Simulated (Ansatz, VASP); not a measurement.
# One calculation of NaCl, two programs

Contents of INCAR:

```
SYSTEM = NaCl
PREC     = Accurate       ! precision mode
ENCUT    = 520            ! plane-wave cutoff, eV
EDIFF    = 1E-6           ! SCF threshold, eV
ISMEAR   = 0              ! smearing method
SIGMA    = 0.02           ! smearing width, eV
LREAL    = .FALSE.        ! projectors in reciprocal space
LASPH    = .TRUE.         ! aspherical terms in the spheres
NELM     = 60             ! most SCF steps
ALGO     = Normal         ! electronic algorithm
ISIF     = 2              ! what is computed and relaxed
LWAVE    = .FALSE.        ! write WAVECAR
LCHARG   = .FALSE.        ! write CHGCAR
GGA      = PS             ! functional
NBANDS   = 14             ! bands
```

KPOINTS

```
Automatic mesh
0
G
  6 6 6
  0 0 0
```

POSCAR

```
NaCl
1.0
    3.3829054086      0.0000000000      0.0000000000
    0.0000000000      3.3829054086      0.0000000000
    0.0000000000      0.0000000000      3.3829054086
Na Cl
1 1
Direct
    0.0000000000      0.0000000000      0.0000000000
    0.5000000000      0.5000000000      0.5000000000
```

Input for Ansatz:

```yaml
crystal:
  lattice:
    - [3.3829054086, 0.0, 0.0]
    - [0.0, 3.3829054086, 0.0]
    - [0.0, 0.0, 3.3829054086]
  atoms:
    - { symbol: Na, position: [0.0, 0.0, 0.0] }
    - { symbol: Cl, position: [0.5, 0.5, 0.5] }
basis:
  ecutwfc: 420
kpoints:
  mp_grid: { grid: [6, 6, 6] }
hamiltonian:
  xc: pbesol
scf:
  occupations: { method: gaussian, width: 0.02 }
output:
  forces: true
  stress: true
  eigenvalues: true
```

Alike in both runs: task single point; functional PBEsol; k mesh 6 × 6 × 6; occupations gaussian, width 0.02 eV; no spin polarisation.

|  | VASP | Ansatz |
| --- | --- | --- |
| version | VASP 6.6.1 | Ansatz 0.2.0 |
| potentials or method | VASP PAW PBE potentials, release 64 (Na_pv, Cl) | scalar-relativistic, plane waves, PAW |
| plane-wave cutoff (eV) | 520 | 420 |
| valence electrons in the cell | 14 | 16 |

```csv
,VASP,Ansatz,Ansatz less VASP
gap on the k mesh at the Fermi level (eV),4.19,4.20,+0.003
least direct gap on the mesh (eV),4.79,4.79,+0.003
pressure (GPa),1.9,1.8,-0.02
```

The functional is the same, so the differences come from potentials, cutoffs and numerics. The two sets of potentials don't hold the same shells in valence.

Caveats: the PAW data sets were made with another functional, which shifts forces and pressure a little (VASP). A k mesh can miss the band edges.
